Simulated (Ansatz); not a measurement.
# WC: the cost of one run

All numbers below are computed with Ansatz 0.2.0 (DFT PBE, plane waves, PAW, scalar-relativistic, no spin polarisation).

The COD cell was measured well above room temperature, so it is larger than a cold one.

## Step 1: The structure to begin with

The cell holds 16 atoms (C8W8): a = 5.731 Å, b = 5.731 Å, c = 17.216 Å, α = 90.00°, β = 90.00°, γ = 120.00°.

Structure file:

```xyz
16
Lattice="5.7309 0.0000 0.0000 -2.8654 4.9631 0.0000 0.0000 0.0000 17.2164" Properties=species:S:1:pos:R:3 pbc="T T T"
W     0.0000    0.0000    1.0000
C     1.4327    0.8272    2.4055
W     0.0000    0.0000    3.8109
C     1.4327    0.8272    5.2164
W    -1.4327    2.4815    1.0000
C     0.0000    3.3087    2.4055
W    -1.4327    2.4815    3.8109
C     0.0000    3.3087    5.2164
W     2.8654    0.0000    1.0000
C     4.2981    0.8272    2.4055
W     2.8654    0.0000    3.8109
C     4.2981    0.8272    5.2164
W     1.4327    2.4815    1.0000
C     2.8654    3.3087    2.4055
W     1.4327    2.4815    3.8109
C     2.8654    3.3087    5.2164
```

## Step 2: Preparing the start

input.yaml reads:

```yaml
accuracy: low
crystal:
  lattice:
    - [5.73086, 0.0, 0.0]
    - [-2.86543, 4.96307, 0.0]
    - [0.0, 0.0, 17.216395]
  atoms:
    - { symbol: W, position: [0.0, 0.0, 0.0580842] }
    - { symbol: C, position: [0.3333333, 0.1666667, 0.1397194] }
    - { symbol: W, position: [0.0, 0.0, 0.2213547] }
    - { symbol: C, position: [0.3333333, 0.1666667, 0.30299] }
    - { symbol: W, position: [0.0, 0.5, 0.0580842] }
    - { symbol: C, position: [0.3333333, 0.6666667, 0.1397194] }
    - { symbol: W, position: [0.0, 0.5, 0.2213547] }
    - { symbol: C, position: [0.3333333, 0.6666667, 0.30299] }
    - { symbol: W, position: [0.5, 0.0, 0.0580842] }
    - { symbol: C, position: [0.8333333, 0.1666667, 0.1397194] }
    - { symbol: W, position: [0.5, 0.0, 0.2213547] }
    - { symbol: C, position: [0.8333333, 0.1666667, 0.30299] }
    - { symbol: W, position: [0.5, 0.5, 0.0580842] }
    - { symbol: C, position: [0.8333333, 0.6666667, 0.1397194] }
    - { symbol: W, position: [0.5, 0.5, 0.2213547] }
    - { symbol: C, position: [0.8333333, 0.6666667, 0.30299] }
basis:
  ecutwfc: 420.0
kpoints:
  mp_grid: { grid: [2, 2, 1] }
hamiltonian:
  xc: pbe
  pseudopotentials: { kind: paw, azcp: { folder: soft_1 } }
scf:
  occupations: { method: fermi_dirac, width: 0.15 }
  lower_state_search: "off"
relax:
  f_tol: 0.08
  max_steps: 25
  adjacent_minimum: "off"
  constraints: [{ sites: [0, 4, 8, 12] }]
```

On the command line:

```console
> ansatz run input.yaml --threads 1 --pin off --max-ram 3072MiB --backend cpu --events-out ev --progress --plain --runs-dir out
```

Q: Estimate wall time and peak memory on 1 thread of Arm Neoverse V1, shared host.

About 22 s, with a peak of 0.63 GiB.
